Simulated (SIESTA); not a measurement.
The system is SnO2.

```
CELL_PARAMETERS angstrom
-3.24890 3.41447 3.41402
3.24890 -3.41447 3.41402
3.24890 3.41447 -3.41402
ATOMIC_POSITIONS crystal
Sn 0.50000 0.00000 0.00000
Sn 0.50000 0.50000 0.50000
Sn 0.00360 0.75360 0.25000
Sn 0.99640 0.24640 0.75000
O 0.80650 0.80377 0.49728
O 0.80650 0.30922 0.00272
O 0.30244 0.24594 0.05649
O 0.68944 0.24594 0.44350
O 0.31056 0.75406 0.55649
O 0.19350 0.69078 0.99728
O 0.69756 0.75406 0.94351
O 0.19350 0.19623 0.50272
```

The cell is a database's computed one.

```yaml
Program: SIESTA 5.4.2
Task: single point
Functional: PBE
Potentials_or_basis: PseudoDojo 0.4 standard (PBE files)
Basis: DZP (energy shift 0.003 Ry; two zetas on semicore shells)
Grid_cutoff: 800 Ry
Energy_shift: 0.003 Ry
k_mesh: 6 × 6 × 6
Occupations: fermi-dirac, width 0.05 eV
Spin: no spin polarisation
```

On this cell: pressure 4.8 GPa; largest force 0.055 eV/Å; band gap on the k mesh 0.37 eV.

The same run follows on a disturbed copy (atoms moved at random, drawn with an rms of 0.05 Å):

```
Sn O
1.0
    -3.24890    3.41447    3.41402
     3.24890   -3.41447    3.41402
     3.24890    3.41447   -3.41402
Sn O
4 8
Cartesian
  -1.6304 1.6730 1.6908
  1.5874 1.7628 1.7417
  3.2099 -1.6579 1.7152
  -0.0011 5.1359 1.7256
  1.5925 1.7167 3.7894
  -1.6375 1.6955 3.8009
  0.0218 0.3786 1.6442
  0.0178 3.0881 1.6350
  3.2625 0.3676 1.6973
  4.8053 1.7016 -0.3948
  3.2611 3.0910 1.7235
  1.6317 1.7163 -0.3670
```

Question: What changes?

Answer: The energy moves by +19.4 meV/atom; pressure 4.8 GPa; largest force 1.374 eV/Å; band gap on the k mesh 0.27 eV.

Forces on the atoms (eV/Å):
```
Sn   0.007  0.861  0.360
Sn   1.229 -0.027 -0.610
Sn   0.736 -0.808  0.214
Sn  -1.113  0.130 -0.592
O    0.202  0.045  0.534
O    0.077  0.078 -0.362
O   -0.305  0.604  0.067
O   -0.823 -1.098  0.063
O   -0.596  1.092  0.059
O    0.885  0.081  0.469
O   -0.079 -1.039  0.008
O   -0.221  0.078 -0.210
```

Stress tensor (GPa, compression positive):
```
 6.47  0.07  0.45
 0.07  4.53 -0.07
 0.45 -0.07  3.54
```

Caveats: spin-orbit coupling is left out, which moves the levels of the heavy elements; the basis of atomic orbitals isn't converged, which shifts pressures, moduli and gaps.

